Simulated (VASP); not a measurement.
Crystal: BN.

```
CELL_PARAMETERS angstrom
2.49824 0.00000 0.00000
-1.24912 2.16354 0.00000
0.00000 0.00000 6.63570
ATOMIC_POSITIONS crystal
N 0.68182 0.33606 0.25441
N 0.29000 0.66844 0.74999
B 0.69218 0.32851 0.74585
B 0.30615 0.67259 0.23711
```

The cell isn't the ideal one: atoms moved at random, drawn with an rms of 0.1 Å.

- Program: VASP 6.6.1
- Task: relaxation of cell and atoms
- Functional: revPBE
- Dispersion: D3
- Potentials or basis: VASP PAW PBE potentials, release 54 (N, B)
- Cutoff: 600 eV
- k mesh: 12 × 12 × 4
- Occupations: tetrahedron
- Spin: no spin polarisation

At the start: pressure 12.4 GPa; volume 8.97 Å³/atom.

Question: How do energy, volume and symmetry change on relaxing?

Answer: Over 30 steps the energy falls by 255.4 meV/atom and the volume is 8.84 Å³/atom (-1.5 %); space group P6_3/mmc (No. 194, to 0.05 Å).

The path:
```
step  energy change (eV)  largest force (eV/Å)  pressure (GPa)  volume (Å³)
   1              0.0000                7.6801           12.40        35.87
   2              3.9891               15.6234           37.42        39.46
   3              0.2858                5.3062            1.94        37.67
   4             -0.6524                3.9500           -2.85        36.93
   5             -0.8130                3.0483           -0.62        36.44
   6             -0.8188                3.1100           -1.36        36.53
   7              0.1047                9.4556            6.62        36.67
   8             -0.9649                0.9473           -2.86        36.57
   9             -0.9651                0.9456           -2.87        36.56
  10             -0.9655                1.7239            2.58        35.95
  11             -1.0087                0.4715           -0.50        36.25
  12             -1.0167                0.2856            0.62        36.06
  13             -1.0180                0.1373            0.30        36.11
  14             -1.0187                0.1535           -0.59        36.14
  15             -1.0190                0.0694           -0.29        36.13
  16             -1.0194                0.0415           -0.46        36.09
  17             -1.0194                0.0579           -0.51        36.08
  18             -1.0197                0.0476           -0.38        36.00
  19             -1.0201                0.0843           -0.09        35.83
  20             -1.0204                0.0634           -0.04        35.77
  21             -1.0209                0.0644            0.08        35.59
  22             -1.0205                0.2152            0.37        35.23
  23             -1.0210                0.0995            0.15        35.49
  24             -1.0213                0.0620            0.10        35.42
  25             -1.0214                0.0256            0.02        35.34
  26             -1.0214                0.0247            0.01        35.34
  27             -1.0214                0.0139            0.00        35.34
  28             -1.0214                0.0146           -0.01        35.34
  29             -1.0214                0.0157           -0.01        35.34
  30             -1.0214                0.0096           -0.02        35.34
```

Final structure:
```
CELL_PARAMETERS angstrom
2.51537 0.00012 -0.00146
-1.25776 2.17821 0.00088
-0.00404 0.00051 6.45002
ATOMIC_POSITIONS crystal
N 0.66053 0.33749 0.24625
N 0.32456 0.66534 0.74744
B 0.65783 0.33197 0.74748
B 0.32724 0.67080 0.24621
```

Caveat: the PAW data sets were made with another functional, which shifts forces and pressure a little.
